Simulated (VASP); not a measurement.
# ZnSe (Stilleite) (F-43m) in VASP: a series of runs

Runs on ZnSe (Stilleite). Level: PBEsol. Tasks: relaxation of cell and atoms, relaxation of the atoms.

All numbers are computed with VASP 6.6.1; they aren't measurements. Logs are shortened: lines on timing, memory, paths and dates and some standing lists are left out, and cuts for length are marked.

**Experimental background.**

From “Alloy Disordering Effects on the Thermal Conductivity and Energy Gap Temperature Dependence of Cd1−xZnxSe Ternary Crystals Grown by the Bridgman Method”, 2023, pmc:10253836, for a bulk crystal of ZnSe at 300 K: band gap 2.695 ± 0.003 eV (an exciton energy, a little under the gap).

The results are compared with them further down.

## (1) Starting point

Symmetry: F-43m, No. 216, cubic system. Conventional cell: a = 5.641 Å, b = 5.641 Å, c = 5.641 Å, α = 90.00°, β = 90.00°, γ = 90.00°. Zn (site symmetry -43m) is surrounded by 4 Se at 2.44 Å. Se (site symmetry -43m) is surrounded by 4 Zn at 2.44 Å.

## (2) Relaxation of cell and atoms, PBEsol

INCAR reads:

```
SYSTEM = ZnSe
  ALGO = Normal
  EDIFF = 1E-7
  EDIFFG = -0.005
  ENCUT = 600
  GGA = PS
  IBRION = 2
  ISIF = 3
  ISMEAR = 0
  LASPH = .True.
  LCHARG = .False.
  LREAL = .False.
  LWAVE = .False.
  NELM = 80
  NSW = 90
  PREC = Accurate
  SIGMA = 0.03
```

KPOINTS reads:

```
k-points
0
Gamma
  8 8 8
  0 0 0
```

POSCAR reads:

```
ZnSe                                    
1.0
   -0.0000000000      2.8206646090      2.8206646090
    2.8206646090     -0.0000000000      2.8206646090
    2.8206646090      2.8206646090      0.0000000000
  Zn              Se            
     1     1
Direct
     0.0000000000000000    0.0000000000000000    0.0000000000000000
     0.2500000000000000    0.2500000000000000    0.2500000000000000
```

Potentials or basis: VASP PAW PBE potentials, release 64 (Zn, Se).

Started as:

```
$ cat potpaw_PBE.64/Zn/POTCAR potpaw_PBE.64/Se/POTCAR > POTCAR
$ mpirun -np 1 vasp_std > vasp.out
```

OUTCAR:

```text
SYSTEM = ZnSe
   EDIFF = 1E-7
   EDIFFG = -0.005
   ENCUT = 600
   GGA = PS
   IBRION = 2
   ISIF = 3
   ISMEAR = 0
   LASPH = .True.
   LREAL = .False.
   NELM = 80
   NSW = 90
   PREC = Accurate

 ion  position               nearest neighbor table
   1  0.000  0.000  0.000-   2 2.44   2 2.44   2 2.44   2 2.44
   2  0.250  0.250  0.250-   1 2.44   1 2.44   1 2.44   1 2.44

  LATTYP: Found a face centered cubic cell.
 ALAT       =     5.6413292180

  Lattice vectors:

 A1 = (   0.0000000000,   2.8206646090,   2.8206646090)
 A2 = (   2.8206646090,   0.0000000000,   2.8206646090)
 A3 = (   2.8206646090,   2.8206646090,   0.0000000000)

Analysis of symmetry for initial positions (statically):
=====================================================================
 Subroutine PRICEL returns:
 Original cell was already a primitive cell.

 Routine SETGRP: Setting up the symmetry group for a
 face centered cubic supercell.

 Subroutine GETGRP returns: Found 24 space group operations
 (whereof 24 operations were pure point group operations)
 out of a pool of 48 trial point group operations.

The static configuration has the point symmetry T_d .

Analysis of symmetry for dynamics (positions and initial velocities):
=====================================================================
 Subroutine PRICEL returns:
 Original cell was already a primitive cell.

 Routine SETGRP: Setting up the symmetry group for a
 face centered cubic supercell.

 Subroutine GETGRP returns: Found 24 space group operations
 (whereof 24 operations were pure point group operations)
 out of a pool of 48 trial point group operations.

The dynamic configuration has the point symmetry T_d .

 Subroutine INISYM returns: Found 24 space group operations
 (whereof 24 operations are pure point group operations),
 and found     1 'primitive' translations

----------------------------------------------------------------------------------------

                                     Primitive cell

  volume of cell :      44.8833

  direct lattice vectors                    reciprocal lattice vectors
     0.000000000  2.820664609  2.820664609    -0.177263188  0.177263188  0.177263188
     2.820664609  0.000000000  2.820664609     0.177263188 -0.177263188  0.177263188
     2.820664609  2.820664609  0.000000000     0.177263188  0.177263188 -0.177263188

  length of vectors
     3.989022145  3.989022145  3.989022145     0.307028847  0.307028847  0.307028847

  position of ions in fractional coordinates (direct lattice)
     0.000000000  0.000000000  0.000000000
     0.250000000  0.250000000  0.250000000

  ion indices of the primitive-cell ions
   primitive index   ion index
                 1           1
                 2           2

----------------------------------------------------------------------------------------

 KPOINTS: k-points

Automatic generation of k-mesh.
 Grid dimensions read from file:
 generate k-points for:    8    8    8

 Generating k-lattice:

  Cartesian coordinates                     Fractional coordinates (reciprocal lattice)
    -0.022157898  0.022157898  0.022157898     0.125000000  0.000000000  0.000000000
     0.022157898 -0.022157898  0.022157898     0.000000000  0.125000000  0.000000000
     0.022157898  0.022157898 -0.022157898     0.000000000  0.000000000  0.125000000

  Length of vectors
     0.038378606  0.038378606  0.038378606

  Shift w.r.t. Gamma in fractional coordinates (k-lattice)
     0.000000000  0.000000000  0.000000000

 Subroutine IBZKPT returns following result:
 ===========================================

 Found     29 irreducible k-points:

 Following reciprocal coordinates:
            Coordinates               Weight
  0.000000  0.000000  0.000000      1.000000
  0.125000  0.000000  0.000000      8.000000
  0.250000  0.000000  0.000000      8.000000
  0.375000  0.000000  0.000000      8.000000
  0.500000  0.000000  0.000000      4.000000
  0.125000  0.125000  0.000000      6.000000
[... 16 lines left out ...]
  0.500000  0.250000  0.125000     48.000000
[... 42 lines left out ...]
  free energy    TOTEN  =        -6.77313575 eV

  energy without entropy =       -6.77313575  energy(sigma->0) =       -6.77313575

 E-fermi :   1.7392     XC(G=0):  -9.5897

 val. band max:        1.6084052323   @ k =   0.0000   0.0000   0.0000
 cond. band min:       2.8345994365   @ k =   0.0000   0.0000   0.0000
 fundamental gap:      1.2261942041
 Fermi energy:         1.7391862649

 k-point     1 :       0.0000    0.0000    0.0000
  band No.  band energies     occupation
      1     -11.7684      2.00000
      2      -5.0007      2.00000
      3      -5.0007      2.00000
      4      -5.0007      2.00000
      5      -4.6164      2.00000
      6      -4.6164      2.00000
      7       1.6084      2.00000
      8       1.6084      2.00000
      9       1.6084      2.00000
     10       2.8346      0.00000
     11       7.3354      0.00000
     12       7.3354      0.00000
     13       7.3354      0.00000

 k-point     2 :       0.1250    0.0000    0.0000
  band No.  band energies     occupation
      1     -11.6641      2.00000
      2      -4.9959      2.00000
      3      -4.9843      2.00000
      4      -4.9843      2.00000
      5      -4.6179      2.00000
      6      -4.6179      2.00000
      7       0.2490      2.00000
      8       1.4504      2.00000
      9       1.4504      2.00000
     10       3.8446      0.00000
     11       7.2727      0.00000
     12       7.5960      0.00000
     13       7.5960      0.00000

 k-point     3 :       0.2500    0.0000    0.0000
  band No.  band energies     occupation
      1     -11.3926      2.00000
      2      -4.9482      2.00000
      3      -4.9482      2.00000
      4      -4.9452      2.00000
      5      -4.6165      2.00000
      6      -4.6165      2.00000
      7      -1.5135      2.00000
      8       1.1143      2.00000
      9       1.1143      2.00000
     10       4.2981      0.00000
     11       7.9779      0.00000
     12       7.9779      0.00000
     13       8.1106      0.00000
[... 305 lines left out ...]
 k-point    23 :       0.5000    0.2500    0.1250
  band No.  band energies     occupation
      1     -10.9237      2.00000
      2      -4.9056      2.00000
      3      -4.8709      2.00000
      4      -4.7412      2.00000
      5      -4.6043      2.00000
      6      -4.5529      2.00000
      7      -2.8368      2.00000
      8      -0.7476      2.00000
      9       0.2767      2.00000
     10       5.8422      0.00000
     11       7.0557      0.00000
     12       8.2188      0.00000
     13       9.8047      0.00000

 k-point    24 :      -0.3750    0.2500    0.1250
  band No.  band energies     occupation
      1     -10.8095      2.00000
      2      -4.8963      2.00000
      3      -4.8556      2.00000
      4      -4.6524      2.00000
      5      -4.6096      2.00000
      6      -4.4004      2.00000
      7      -3.4112      2.00000
      8      -0.8843      2.00000
      9       0.0903      2.00000
     10       5.8075      0.00000
     11       7.0235      0.00000
     12       8.9812      0.00000
     13      10.2160      0.00000

 [... further k-points ...]
[... 5 lines left out ...]
  --------------------------------------------------------------------------------------
  -------------------------------------------------------------------------------------
  Total       -0.0086879     -0.0086879     -0.0086879      0.0000000      0.0000000      0.0000000
  in kB       -0.3101269     -0.3101269     -0.3101269      0.0000000      0.0000000      0.0000000
  external PRESSURE =      -0.3101269 kB  Pullay stress =       0.0000000 kB

 VOLUME and BASIS-vectors are now :
 -----------------------------------------------------------------------------
  energy-cutoff  :      600.00
  volume of cell :       44.88
      direct lattice vectors                 reciprocal lattice vectors
     0.000000000  2.820664609  2.820664609    -0.177263188  0.177263188  0.177263188
     2.820664609  0.000000000  2.820664609     0.177263188 -0.177263188  0.177263188
     2.820664609  2.820664609  0.000000000     0.177263188  0.177263188 -0.177263188

 POSITION                                       TOTAL-FORCE (eV/Angst)
 -----------------------------------------------------------------------------------
      0.00000      0.00000      0.00000         0.000000      0.000000      0.000000
      1.41033      1.41033      1.41033        -0.000000     -0.000000     -0.000000
 -----------------------------------------------------------------------------------
    total drift:                                0.000001      0.000001      0.000000

  FREE ENERGIE OF THE ION-ELECTRON SYSTEM (eV)
  ---------------------------------------------------
  free  energy   TOTEN  =        -6.7731357521 eV

  energy  without entropy=       -6.7731357521  energy(sigma->0) =       -6.77313575

 reached required accuracy - stopping structural energy minimisation
```

It took 19 s on 1 thread of Intel Xeon Platinum 8375C at 2.90GHz (Ice Lake), shared host; peak memory 0.18 GiB.

Results:

* Free energy: -6.7731 eV
* Pressure after relaxing: 0.0 GPa
* Band gap on the k mesh: 1.23 eV, direct

Final structure:
```
Zn Se
1.0
     0.00000    2.82066    2.82066
     2.82066    0.00000    2.82066
     2.82066    2.82066    0.00000
Zn Se
1 1
Cartesian
  0.0000 0.0000 0.0000
  1.4103 1.4103 1.4103
```

Caveat: the relaxation stopped at its first step, so nothing moved; the PAW data sets were made with another functional, which shifts forces and pressure a little. As with any semilocal functional, this PBEsol gap is likely too small.

## (3) Relaxation of the atoms, PBEsol (a relaxed cell with its volume scaled by 0.94)

INCAR reads:

```
SYSTEM = ZnSe
  ALGO = Normal
  EDIFF = 1E-7
  EDIFFG = -0.01
  ENCUT = 600
  GGA = PS
  IBRION = 2
  ISIF = 2
  ISMEAR = 0
  LASPH = .True.
  LCHARG = .False.
  LREAL = .False.
  LWAVE = .False.
  NELM = 80
  NSW = 40
  PREC = Accurate
  SIGMA = 0.03
```

KPOINTS is that of step 2.

POSCAR reads:

```
ZnSe                                    
1.0
    0.0000000000      2.7630838683      2.7630838683
    2.7630838683      0.0000000000      2.7630838683
    2.7630838683      2.7630838683      0.0000000000
  Zn              Se            
     1     1
Direct
     0.0000000000000000    0.0000000000000000    0.0000000000000000
     0.2500000000000000    0.2500000000000000    0.2500000000000000
```

Potentials or basis: VASP PAW PBE potentials, release 64 (Zn, Se).

Started as:

```
$ cat potpaw_PBE.64/Zn/POTCAR potpaw_PBE.64/Se/POTCAR > POTCAR
$ mpirun -np 1 vasp_std > vasp.out
```

It took 18 s on 1 thread of Intel Xeon Platinum 8375C at 2.90GHz (Ice Lake), shared host; peak memory 0.18 GiB.

Results (log left out):

```
Free energy             : -6.7365 eV
Pressure after relaxing : 4.6 GPa
Band gap on the k mesh  : 1.48 eV, direct
```

Final structure:
```
Zn Se
1.0
     0.00000    2.76308    2.76308
     2.76308    0.00000    2.76308
     2.76308    2.76308    0.00000
Zn Se
1 1
Direct
  0.00000 0.00000 0.00000
  0.25000 0.25000 0.25000
```

Levels at points of the mesh, in eV from the valence-band top:
```csv
k point,band 5,band 6,band 7,band 8,band 9,band 10,band 11,band 12,band 13
"(0.00, 0.00, 0.00)",-6.42,-6.42,0.00,0.00,0.00,1.48,5.70,5.70,5.70
"(0.50, 0.00, 0.00)",-6.40,-6.24,-5.80,-0.99,-0.99,2.57,6.28,6.28,8.58
"(0.50, 0.50, 0.00)",-6.37,-6.22,-5.13,-2.50,-2.50,2.65,3.34,11.19,11.70
```

Caveat: the relaxation stopped at its first step, so nothing moved; the PAW data sets were made with another functional, which shifts forces and pressure a little.

## (4) Relaxation of the atoms, PBEsol (a relaxed cell with its volume scaled by 0.96)

INCAR is that of step 3.

KPOINTS is that of step 3.

POSCAR reads:

```
ZnSe                                    
1.0
    0.0000000000      2.7825428465      2.7825428465
    2.7825428465      0.0000000000      2.7825428465
    2.7825428465      2.7825428465      0.0000000000
  Zn              Se            
     1     1
Direct
     0.0000000000000000    0.0000000000000000    0.0000000000000000
     0.2500000000000000    0.2500000000000000    0.2500000000000000
```

Started as:

```
$ cat potpaw_PBE.64/Zn/POTCAR potpaw_PBE.64/Se/POTCAR > POTCAR
$ mpirun -np 1 vasp_std > vasp.out
```

It took 26 s on 1 thread of Intel Xeon Platinum 8375C at 2.90GHz (Ice Lake), shared host; peak memory 0.18 GiB.

Results (log left out):

| Property | Result |
| --- | --- |
| Free energy | -6.7575 eV |
| Pressure after relaxing | 2.9 GPa |
| Band gap on the k mesh | 1.39 eV, direct |

Final structure:
```xyz
2
Lattice="0.0000 2.7825 2.7825 2.7825 0.0000 2.7825 2.7825 2.7825 0.0000" Properties=species:S:1:pos:R:3 pbc="T T T"
Zn    0.0000    0.0000    0.0000
Se    1.3913    1.3913    1.3913
```

Levels at points of the mesh, in eV from the valence-band top:
```csv
k point,band 5,band 6,band 7,band 8,band 9,band 10,band 11,band 12,band 13
"(0.00, 0.00, 0.00)",-6.35,-6.35,0.00,0.00,0.00,1.39,5.71,5.71,5.71
"(0.50, 0.00, 0.00)",-6.33,-6.17,-5.65,-0.96,-0.96,2.54,6.29,6.29,8.54
"(0.50, 0.50, 0.00)",-6.30,-6.16,-5.03,-2.41,-2.41,2.71,3.35,11.02,11.55
```

Caveat: the relaxation stopped at its first step, so nothing moved; the PAW data sets were made with another functional, which shifts forces and pressure a little.

## (5) Relaxation of the atoms, PBEsol (a relaxed cell with its volume scaled by 0.98)

INCAR is that of step 4.

KPOINTS is that of step 4.

POSCAR reads:

```
ZnSe                                    
1.0
    0.0000000000      2.8017334036      2.8017334036
    2.8017334036      0.0000000000      2.8017334036
    2.8017334036      2.8017334036      0.0000000000
  Zn              Se            
     1     1
Direct
     0.0000000000000000    0.0000000000000000    0.0000000000000000
     0.2500000000000000    0.2500000000000000    0.2500000000000000
```

Started as:

```
$ cat potpaw_PBE.64/Zn/POTCAR potpaw_PBE.64/Se/POTCAR > POTCAR
$ mpirun -np 1 vasp_std > vasp.out
```

It took 27 s on 1 thread of Intel Xeon Platinum 8375C at 2.90GHz (Ice Lake), shared host; peak memory 0.18 GiB.

Results (log left out):

| Quantity | Value |
| --- | --- |
| Free energy | -6.7694 eV |
| Pressure after relaxing | 1.3 GPa |
| Band gap on the k mesh | 1.31 eV, direct |

Final structure:
```
Zn Se
1.0
     0.00000    2.80173    2.80173
     2.80173    0.00000    2.80173
     2.80173    2.80173    0.00000
Zn Se
1 1
Direct
  0.00000 0.00000 0.00000
  0.25000 0.25000 0.25000
```

Levels at points of the mesh, in eV from the valence-band top:
| k point | band 6 | band 7 | band 8 | band 9 | band 10 | band 11 | band 12 | band 13 |
| --- | --- | --- | --- | --- | --- | --- | --- | --- |
| (0.00, 0.00, 0.00) | -6.29 | 0.00 | 0.00 | 0.00 | 1.31 | 5.72 | 5.72 | 5.72 |
| (0.50, 0.00, 0.00) | -6.12 | -5.51 | -0.93 | -0.93 | 2.50 | 6.29 | 6.29 | 8.49 |
| (0.50, 0.50, 0.00) | -6.10 | -4.94 | -2.34 | -2.34 | 2.76 | 3.36 | 10.86 | 11.41 |

Caveat: the relaxation stopped at its first step, so nothing moved; the PAW data sets were made with another functional, which shifts forces and pressure a little.

## (6) Relaxation of the atoms, PBEsol

INCAR is that of step 5.

KPOINTS is that of step 5.

POSCAR reads:

```
ZnSe                                    
1.0
    0.0000000000      2.8206646090      2.8206646090
    2.8206646090      0.0000000000      2.8206646090
    2.8206646090      2.8206646090      0.0000000000
  Zn              Se            
     1     1
Direct
     0.0000000000000000    0.0000000000000000    0.0000000000000000
     0.2500000000000000    0.2500000000000000    0.2500000000000000
```

Potentials or basis: VASP PAW PBE potentials, release 64 (Zn, Se).

Started as:

```
$ cat potpaw_PBE.64/Zn/POTCAR potpaw_PBE.64/Se/POTCAR > POTCAR
$ mpirun -np 1 vasp_std > vasp.out
```

Run time: 22 s. Hardware: 1 thread of Intel Xeon Platinum 8375C at 2.90GHz (Ice Lake), shared host; peak memory 0.18 GiB.

It converged, with:

```
Free energy             : -6.7731 eV
Pressure after relaxing : 0.0 GPa
Band gap on the k mesh  : 1.23 eV, direct
```

Final structure:
```yaml
crystal:
  lattice:
    - [0.00000, 2.82066, 2.82066]
    - [2.82066, 0.00000, 2.82066]
    - [2.82066, 2.82066, 0.00000]
  atoms:
    - { symbol: Zn, position: [0.00000, 0.00000, 0.00000] }
    - { symbol: Se, position: [0.25000, 0.25000, 0.25000] }
```

Levels at points of the mesh, in eV from the valence-band top:
| k point | band 5 | band 6 | band 7 | band 8 | band 9 | band 10 | band 11 | band 12 | band 13 |
| --- | --- | --- | --- | --- | --- | --- | --- | --- | --- |
| (0.00, 0.00, 0.00) | -6.22 | -6.22 | 0.00 | 0.00 | 0.00 | 1.23 | 5.73 | 5.73 | 5.73 |
| (0.50, 0.00, 0.00) | -6.21 | -6.06 | -5.37 | -0.90 | -0.90 | 2.47 | 6.30 | 6.30 | 8.44 |
| (0.50, 0.50, 0.00) | -6.17 | -6.04 | -4.85 | -2.26 | -2.26 | 2.81 | 3.37 | 10.71 | 11.27 |

Caveat: the relaxation stopped at its first step, so nothing moved; the PAW data sets were made with another functional, which shifts forces and pressure a little.

## (7) Overview

```csv
task,cell,gap on the mesh (eV),pressure (GPa)
relaxation of cell and atoms,relaxed,1.23,0.0
relaxation of the atoms,atoms relaxed from: a relaxed cell with its volume scaled by 0.94,1.48,4.6
relaxation of the atoms,atoms relaxed from: a relaxed cell with its volume scaled by 0.96,1.39,2.9
relaxation of the atoms,atoms relaxed from: a relaxed cell with its volume scaled by 0.98,1.31,1.3
relaxation of the atoms,atoms relaxed,1.23,0.0
```

Alike in all rows: level PBEsol; potentials or basis VASP PAW PBE potentials, release 64 (Zn, Se); no spin polarisation; k mesh 8 × 8 × 8; cutoff (eV) 600; smearing gaussian 0.03 eV.

Caveats: the relaxation stopped at its first step, so nothing moved; the PAW data sets were made with another functional, which shifts forces and pressure a little.

Total energies depend on the potentials used, so only differences within one code and one set of settings carry meaning.

## (8) How close it comes

Step 6. Against the measured gap of ZnSe, 2.695 eV (an exciton energy, a little under the gap; 300 K; “Alloy Disordering Effects on the Thermal Conductivity and Energy Gap Temperature Dependence of Cd1−xZnxSe Ternary Crystals Grown by the Bridgman Method”, 2023, pmc:10253836), the calculated 1.23 eV is off by -1.47 eV. So large a miss can be the level of theory's own, or it may mean another phase, state or a wrong row. Spin-orbit coupling on Se is left out. The value is that of PBEsol, without temperature or zero-point motion. Semilocal functionals fall short of measured gaps as a rule.
